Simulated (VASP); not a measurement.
**VASP 6.6.1 run: MgTe**

INCAR

```
LCHARG = .FALSE.
PREC = High
ENCUT = 520
NBANDS = 11
GGA = PE
ISMEAR = -1
LWAVE = .FALSE.
NELM = 93
ISIF = 2
LASPH = .TRUE.
IBRION = -1
NSW = 0
ISPIN = 2
LREAL = .FALSE.
MAGMOM = 3 -3
SIGMA = 0.02
EDIFF = 1E-7
```

KPOINTS

```
KPOINTS created by Atomic Simulation Environment
0
Gamma
8 8 8
0 0 0
```

POSCAR

```
Mg Te
 1.0000000000000000
     0.0000000000000000    3.3828133334000001    3.3828133334000001
     3.3828133334000001    0.0000000000000000    3.3828133334000001
     3.3828133334000001    3.3828133334000001    0.0000000000000000
 Mg  Te
   1   1
Cartesian
  0.0000000000000000  0.0000000000000000  0.0000000000000000
  5.0742200001000013  5.0742200001000013  5.0742200001000013
```

The recommended PBE PAW datasets give the neutral cell 8 valence electrons.

Command

```
mpirun -np 1 vasp_std
```

Q: Predict the outcome of this run.

A: It converged. Results: pressure -3.1 GPa; magnetic moment of the cell 0.00 μB.

OSZICAR

```
N       E                     dE             d eps       ncg     rms          rms(c)
DAV:   1     0.263049915983E+02    0.26305E+02   -0.28284E+03  1276   0.529E+02
DAV:   2    -0.169313256839E+01   -0.27998E+02   -0.26788E+02  1526   0.794E+01
DAV:   3    -0.347853229401E+01   -0.17854E+01   -0.17826E+01  1634   0.228E+01
DAV:   4    -0.351320484953E+01   -0.34673E-01   -0.34670E-01  1677   0.364E+00
DAV:   5    -0.351394014868E+01   -0.73530E-03   -0.73529E-03  1629   0.488E-01    0.576E+00
DAV:   6    -0.623657415094E+01   -0.27226E+01   -0.81698E+00  1372   0.911E+00    0.244E+00
DAV:   7    -0.630462868272E+01   -0.68055E-01   -0.45309E-01  1461   0.267E+00    0.195E+00
DAV:   8    -0.630755401760E+01   -0.29253E-02   -0.21236E-02  1488   0.769E-01    0.875E-01
DAV:   9    -0.631052741552E+01   -0.29734E-02   -0.16032E-02  1372   0.715E-01    0.371E-01
DAV:  10    -0.631201319292E+01   -0.14858E-02   -0.22307E-03  1372   0.309E-01    0.104E-01
DAV:  11    -0.631213875560E+01   -0.12556E-03   -0.15156E-04  1512   0.589E-02    0.567E-02
DAV:  12    -0.631228056869E+01   -0.14181E-03   -0.16255E-04  1462   0.575E-02    0.268E-02
DAV:  13    -0.631229933231E+01   -0.18764E-04   -0.16869E-05  1531   0.210E-02    0.114E-02
DAV:  14    -0.631230405321E+01   -0.47209E-05   -0.90875E-06  1417   0.127E-02    0.609E-03
DAV:  15    -0.631230496341E+01   -0.91021E-06   -0.14548E-06  1534   0.559E-03    0.419E-03
DAV:  16    -0.631230535516E+01   -0.39175E-06   -0.30757E-07  1468   0.313E-03    0.133E-03
DAV:  17    -0.631230560179E+01   -0.24663E-06   -0.32567E-07  1498   0.304E-03    0.513E-04
DAV:  18    -0.631230561213E+01   -0.10347E-07   -0.95505E-09   907   0.790E-04
   1 F= -.63123056E+01 E0= -.63123056E+01  d E =-.243697E-11  mag=     0.0000
```

For comparison, a separate PBE run of the intended cell, on usual settings and not on those above, gives a gap of 1.84 eV on its mesh and a pressure of -3.1 GPa.
